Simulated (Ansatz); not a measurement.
# Pb (Fm-3m) in Ansatz: a series of runs

The runs below take Pb through single point, equation of state, with r2SCAN+rVV10.

All numbers are computed with Ansatz 0.2.0; they aren't measurements. Logs are shortened: lines on timing, memory, paths and dates and some standing lists are left out, and cuts for length are marked.

### Step 1. The crystal as given

It takes space group Fm-3m (No. 225, cubic). The conventional cell has a = 4.950 Å, b = 4.950 Å, c = 4.950 Å, α = 90.00°, β = 90.00°, γ = 90.00°. Around Pb (site symmetry m-3m) lie 12 Pb at 3.50 Å.

### Step 2. Single point, r2SCAN+rVV10, 28.50 Å³/atom (volume scaled by 0.94)

Contents of input.yaml:

```yaml
crystal:
  lattice:
    - [0.0, 2.4244952108, 2.4244952108]
    - [2.4244952108, 0.0, 2.4244952108]
    - [2.4244952108, 2.4244952108, 0.0]
  atoms:
    - { symbol: Pb, position: [0.0, 0.0, 0.0] }
hamiltonian:
  xc: r2scan
  pseudopotentials: { kind: paw }
  dispersion: rvv10
kpoints:
  mp_grid: { grid: [9, 9, 9] }
scf:
  occupations: { method: fermi_dirac, width: 0.05 }
output:
  forces: true
  stress: true
  eigenvalues: true
  write_density: true
  write_potential: true
  elf: true
  volumetric_format: npy
```

Potentials or basis: Ansatz PAW.

The run is started by

```bash
ansatz run input.yaml --threads 2 --pin off --max-ram 5120MiB --backend cpu --events-out ev --progress --plain --runs-dir out
```

What it wrote:

```text
Warning: RAYON_NUM_THREADS=2 ignored (pool sized by the plan → 2); use --threads N
Engine: ansatz 0.2.0, aarch64-unknown-linux-gnu
Pseudopotentials: kind: paw
Pseudopotential: Pb, paw, valence charge 14, recommended cutoff 500 eV (meta_gga), Pb.paw.azcp
Functional definition: r2SCAN+rVV10
  parameter k0 = 0.174
  parameter k1 = 0.065
  parameter a1 = 4.9479
  exchange = r2scan_x(k0 = k0, k1 = k1, a1 = a1)
  correlation = r2scan_c + rvv10(11.95, 0.0093)
Crystal: 1 atoms, lattice volume = 28.503 Å³
Basis set: ecut = 500 eV, 725 PW (Γ), exchange–correlation on 120×120×120 points (64 copies of the dense FFT grid, shifted against one another)
Bands: 11, of which v1, the nominal top of the filled ones, is band 7 counted from 1 (6 counted from 0)
Symmetry: 48 space group operations
Space group: Fm-3m (ITA 225), of the structure as read, at distance tolerance 3.1e-5 Å
k-points: 35 of 729
Non-local potential: Pb, projectors of the file, l = 0: 2, l = 1: 2, l = 2: 2, l = 3: 2
PAW form: soft (Blöchl's): semilocal exchange-correlation on the pseudo side does not see the compensation charge
rVV10 density: all electrons in the spheres
PAW frozen core: Pb, regenerated for the run's functional (the file was generated under x = pbe(κ = 0.804, μ = 0.2195149727645171), c = pbe(β = 0.06672455060314922))
PAW one-centre angular grid: Pb, 590 points (default); XC on 160 Gauss nodes
Initial density: superposition of atomic densities (neutral atoms: chi_scale 0, normalization atom), corrected by the library's trained network
Initial wavefunctions: pseudopotential atomic-orbital guess
Functional: x = r2scan, c = r2scan + rvv10(b = 11.95, C = 0.0093); τ floored in thin density (d = 2e-4 eV/Å³)
SCF iter   1: F=—  HF=-11917.592655 eV  |F-HF|=—  |Δ(HF+E_count)|=         —  Δρ=6.30e-3  dr2=7.30e-3  dr2_τ=8.79e-4  ethr=1.77e-3  ⟨swp⟩=6.0  Hψ=2635  notcnv=0
preconditioner: auto → none  [insulator: Δε(μ)=0.375 eV  Ē_g=21.259 eV  σ=0.050 eV  W_gap=0.56  n_scr=8 (ndim 8)  ℏωp=26.0 eV  f_vac=0.000  D(μ)=0.46/eV (n_scr^D=0)  ε∞_Penn≈2.5]
SCF iter   2: F=—  HF=-11917.595576 eV  |F-HF|=—  |Δ(HF+E_count)|=   2.92e-3  Δρ=1.25e-3  dr2=2.12e-4  dr2_τ=5.88e-5  ethr=5.21e-5  ⟨swp⟩=2.1  Hψ=1046  notcnv=0  defer=8
SCF iter   3: F=—  HF=-11917.595857 eV  |F-HF|=—  |Δ(HF+E_count)|=   2.81e-4  Δρ=5.10e-4  dr2=4.02e-5  dr2_τ=3.18e-6  ethr=1.51e-6  ⟨swp⟩=2.9  Hψ=590  notcnv=0  defer=8
SCF iter   4: F=—  HF=-11917.595922 eV  |F-HF|=—  |Δ(HF+E_count)|=   6.47e-5  Δρ=3.19e-5  dr2=1.95e-7  dr2_τ=1.49e-8  ethr=2.87e-7  ⟨swp⟩=3.0  Hψ=619  notcnv=0  defer=8
iter 5 did not close the SCF: its close was put off for the readings that it lacked (scf_convergence_deferred on its scf_iter line)
SCF iter   5: F=-11917.595922 eV  HF=-11917.595922 eV  |F-HF|=1.20e-10  |Δ(HF+E_count)|=   1.69e-7  Δρ=4.55e-6  dr2=2.67e-9  dr2_τ=1.14e-9  ethr=1.39e-9  ⟨swp⟩=2.0  Hψ=616  notcnv=0  defer=8
SCF iter   6: F=-11917.595922 eV  HF=-11917.595922 eV  |F-HF|=8.19e-11  |Δ(HF+E_count)|=  9.42e-10  Δρ=5.05e-7  dr2=2.94e-11  dr2_τ=2.11e-12  ethr=1.91e-11  ⟨swp⟩=6.7  Hψ=2472  notcnv=0
SCF 1 converged in 6 iterations: F = -11917.595922 eV  dr2 = 2.94e-11
SCF converged after 6 iterations
Free energy (F): -11917.595922 eV
Harris-Foulkes:  -11917.595922 eV  (|F-HF|=8.19e-11)
Internal energy: -11917.592023 eV  (E = F + TS)
E sigma→0 (E₀):  -11917.593972 eV
Entropy (-TS):   -0.003899 eV (-3.899 meV/atom)
Fermi energy:    11.618252 eV
--- Per-component energies (eV) ---
  E_band       = -33.074193
  E_kinetic    = 289.575416
  E_local      = -975.495661  (includes V_loc(G=0)·N_el)
  E_nonlocal   = 350.255375
  E_hartree    = 390.581278
  E_xc         = -205.298072
  E_vxc        = -145.557052  (∫ρ·V_xc dr)
  E_paw        = -10433.877904  (= ΣΔE_a)
  E_vpaw       = -343.760458  (= ΣTr[D̂ρ^β])
  E_aug_tail   = 0.000011  (compensation charges beyond the density's cutoff)
  E_vtau       = 10.745759  (kinetic-family band-sum trace: ∫τ·v_τ [+ j·A + Jᵃ·Aᵃ] dr)
  E_ewald      = -1334.297968
  E_core_change = 0.965502  (= ΣΔE_core)
  E_smearing   = -0.003899  (= −TS)
  E_closure    = 0.000000  (closes the sum)
  Σ components = -11917.595922   (vs F -11917.595922, Δ=0.00e0)
--- Forces (eV/Å), atoms counted from 1 ---
  atom   1  Pb    -0.00000000     0.00000000    -0.00000000
  max |Σ_I F_I| component: 8.63e-32 eV/Å
--- Stress (GPa, compression-positive) ---
        3.569094       0.000000       0.000000
       -0.000000       3.569094       0.000000
        0.000000       0.000000       3.569094
  P = ⅓ Tr σ = 3.5691 GPa (35.691 kbar)
--- Band table (eV; the first three rows and the last of 35) ---
  k-point 0: bands = ["-5.9769", "-5.9769", "-5.9769", "-5.7986", "-5.7986", "-0.9270", "20.0875", "20.0875", "20.0875", "22.1777", "24.9603"]
  k-point 1: bands = ["-5.9787", "-5.9560", "-5.9560", "-5.7990", "-5.7990", "-0.6600", "17.5128", "19.7695", "19.7695", "21.8749", "25.6486"]
  k-point 2: bands = ["-5.9892", "-5.9315", "-5.9315", "-5.7703", "-5.7703", "0.1445", "13.6792", "19.0912", "19.0912", "21.6498", "24.7129"]
  k-point 34: bands = ["-5.9732", "-5.9555", "-5.8517", "-5.7333", "-5.5968", "4.8405", "9.7725", "10.7807", "12.6800", "23.1961", "24.1148"]
```

Run time: 2.5 s. Hardware: 2 threads of Arm Neoverse V1, shared host; peak memory 0.4 GiB.

Results:

- Free energy: -11917.5959 eV
- Pressure: 3.6 GPa
- Band gap on the k mesh: none (metal or under the smearing width)

Caveat: pairwise dispersion overbinds metals, which lowers pressure and volume; the PAW data sets come from PBE, with cores solved anew for the run's functional, which leaves a small shift of forces and pressure.

### Step 3. Single point, r2SCAN+rVV10, 29.11 Å³/atom (volume scaled by 0.96)

input.yaml: that of step 2 with these lines changed.

```diff
@@ -2,5 +2,5 @@
   lattice:
-    - [0.0, 2.4244952108, 2.4244952108]
-    - [2.4244952108, 0.0, 2.4244952108]
-    - [2.4244952108, 2.4244952108, 0.0]
+    - [0.0, 2.4415696833, 2.4415696833]
+    - [2.4415696833, 0.0, 2.4415696833]
+    - [2.4415696833, 2.4415696833, 0.0]
   atoms:
```

Potentials or basis: Ansatz PAW.

The run is started by

```bash
ansatz run input.yaml --threads 2 --pin off --max-ram 5120MiB --backend cpu --events-out ev --progress --plain --runs-dir out
```

Run time: 2.5 s. Hardware: 2 threads of Arm Neoverse V1, shared host; peak memory 0.4 GiB.

Results (log left out):

- Free energy: -11917.6069 eV
- Pressure: 2.3 GPa
- Band gap on the k mesh: none (metal or under the smearing width)

Caveat: pairwise dispersion overbinds metals, which lowers pressure and volume; the PAW data sets come from PBE, with cores solved anew for the run's functional, which leaves a small shift of forces and pressure.

### Step 4. Single point, r2SCAN+rVV10, 29.72 Å³/atom (volume scaled by 0.98)

Contents of input.yaml:

```yaml
crystal:
  lattice:
    - [0.0, 2.458408627, 2.458408627]
    - [2.458408627, 0.0, 2.458408627]
    - [2.458408627, 2.458408627, 0.0]
  atoms:
    - { symbol: Pb, position: [0.0, 0.0, 0.0] }
hamiltonian:
  xc: r2scan
  pseudopotentials: { kind: paw }
  dispersion: rvv10
kpoints:
  mp_grid: { grid: [9, 9, 9] }
scf:
  occupations: { method: fermi_dirac, width: 0.05 }
output:
  forces: true
  stress: true
  eigenvalues: true
```

The run is started by

```bash
ansatz run input.yaml --threads 2 --pin off --max-ram 5120MiB --backend cpu --events-out ev --progress --plain --runs-dir out
```

It took 2.1 s on 2 threads of Arm Neoverse V1, shared host; peak memory 0.4 GiB.

The run converged. Its results:

```yaml
Free_energy: -11917.6131 eV
Pressure: 1.1 GPa
Band_gap_on_the_k_mesh: none (metal or under the smearing width)
```

Caveat: pairwise dispersion overbinds metals, which lowers pressure and volume; the PAW data sets come from PBE, with cores solved anew for the run's functional, which leaves a small shift of forces and pressure.

### Step 5. Single point, r2SCAN+rVV10, 30.32 Å³/atom

input.yaml: that of step 4 with these lines changed.

```diff
@@ -2,5 +2,5 @@
   lattice:
-    - [0.0, 2.458408627, 2.458408627]
-    - [2.458408627, 0.0, 2.458408627]
-    - [2.458408627, 2.458408627, 0.0]
+    - [0.0, 2.47502, 2.47502]
+    - [2.47502, 0.0, 2.47502]
+    - [2.47502, 2.47502, 0.0]
   atoms:
```

The run is started by

```bash
ansatz run input.yaml --threads 2 --pin off --max-ram 5120MiB --backend cpu --events-out ev --progress --plain --runs-dir out
```

Wall time 2.1 s (2 threads of Arm Neoverse V1, shared host); peak memory 0.4 GiB.

The run converged. Its results:

```yaml
Free_energy: -11917.6152 eV
Pressure: 0.0 GPa
Band_gap_on_the_k_mesh: none (metal or under the smearing width)
```

Caveat: pairwise dispersion overbinds metals, which lowers pressure and volume; the PAW data sets come from PBE, with cores solved anew for the run's functional, which leaves a small shift of forces and pressure.

### Step 6. Single point, r2SCAN+rVV10, 30.93 Å³/atom (volume scaled by 1.02)

input.yaml: that of step 5 with these lines changed.

```diff
@@ -2,5 +2,5 @@
   lattice:
-    - [0.0, 2.47502, 2.47502]
-    - [2.47502, 0.0, 2.47502]
-    - [2.47502, 2.47502, 0.0]
+    - [0.0, 2.4914113386, 2.4914113386]
+    - [2.4914113386, 0.0, 2.4914113386]
+    - [2.4914113386, 2.4914113386, 0.0]
   atoms:
```

Potentials or basis: Ansatz PAW.

The run is started by

```bash
ansatz run input.yaml --threads 2 --pin off --max-ram 5120MiB --backend cpu --events-out ev --progress --plain --runs-dir out
```

Run time: 2.1 s. Hardware: 2 threads of Arm Neoverse V1, shared host; peak memory 0.4 GiB.

It converged, with:

```yaml
Free_energy: -11917.6134 eV
Pressure: -0.9 GPa
Band_gap_on_the_k_mesh: none (metal or under the smearing width)
```

Caveat: pairwise dispersion overbinds metals, which lowers pressure and volume; the PAW data sets come from PBE, with cores solved anew for the run's functional, which leaves a small shift of forces and pressure.

### Step 7. Single point, r2SCAN+rVV10, 31.54 Å³/atom (volume scaled by 1.04)

input.yaml: that of step 6 with these lines changed.

```diff
@@ -2,5 +2,5 @@
   lattice:
-    - [0.0, 2.4914113386, 2.4914113386]
-    - [2.4914113386, 0.0, 2.4914113386]
-    - [2.4914113386, 2.4914113386, 0.0]
+    - [0.0, 2.5075897876, 2.5075897876]
+    - [2.5075897876, 0.0, 2.5075897876]
+    - [2.5075897876, 2.5075897876, 0.0]
   atoms:
```

The run is started by

```bash
ansatz run input.yaml --threads 2 --pin off --max-ram 5120MiB --backend cpu --events-out ev --progress --plain --runs-dir out
```

Wall time 2.1 s (2 threads of Arm Neoverse V1, shared host); peak memory 0.4 GiB.

The run converged. Its results:

```yaml
Free_energy: -11917.6084 eV
Pressure: -1.7 GPa
Band_gap_on_the_k_mesh: none (metal or under the smearing width)
```

Caveat: pairwise dispersion overbinds metals, which lowers pressure and volume; the PAW data sets come from PBE, with cores solved anew for the run's functional, which leaves a small shift of forces and pressure.

### Step 8. Single point, r2SCAN+rVV10, 32.14 Å³/atom (volume scaled by 1.06)

input.yaml: that of step 7 with these lines changed.

```diff
@@ -2,5 +2,5 @@
   lattice:
-    - [0.0, 2.5075897876, 2.5075897876]
-    - [2.5075897876, 0.0, 2.5075897876]
-    - [2.5075897876, 2.5075897876, 0.0]
+    - [0.0, 2.5235621278, 2.5235621278]
+    - [2.5235621278, 0.0, 2.5235621278]
+    - [2.5235621278, 2.5235621278, 0.0]
   atoms:
```

The run is started by

```bash
ansatz run input.yaml --threads 2 --pin off --max-ram 5120MiB --backend cpu --events-out ev --progress --plain --runs-dir out
```

Run time: 2.1 s. Hardware: 2 threads of Arm Neoverse V1, shared host; peak memory 0.4 GiB.

The run converged. Its results:

```
Free energy            : -11917.6004 eV
Pressure               : -2.4 GPa
Band gap on the k mesh : none (metal or under the smearing width)
```

Caveat: pairwise dispersion overbinds metals, which lowers pressure and volume; the PAW data sets come from PBE, with cores solved anew for the run's functional, which leaves a small shift of forces and pressure.

### Step 9. Equation of state, r2SCAN+rVV10

Potentials or basis: Ansatz PAW.

No new run: the results of the series are fitted here.

Results:

```
Equilibrium volume                      : 30.33 Å³/atom
Bulk modulus                            : 49 GPa
Pressure derivative of the bulk modulus : 5.1
```

Energy against volume, from the lowest point:
```csv
volume (Å³/atom),energy (meV/atom)
28.503,19.24
29.110,8.27
29.716,2.02
30.323,0.00
30.929,1.74
31.535,6.79
32.142,14.73
```

Caveat: the PAW data sets were made with another functional, which shifts forces and pressure a little.

### Step 10. How close it comes

Step 9. The cell as given is a measured one (30.32 Å³/atom); r2SCAN+rVV10 puts the equilibrium volume +0.0 % from it, thermal expansion not counted.
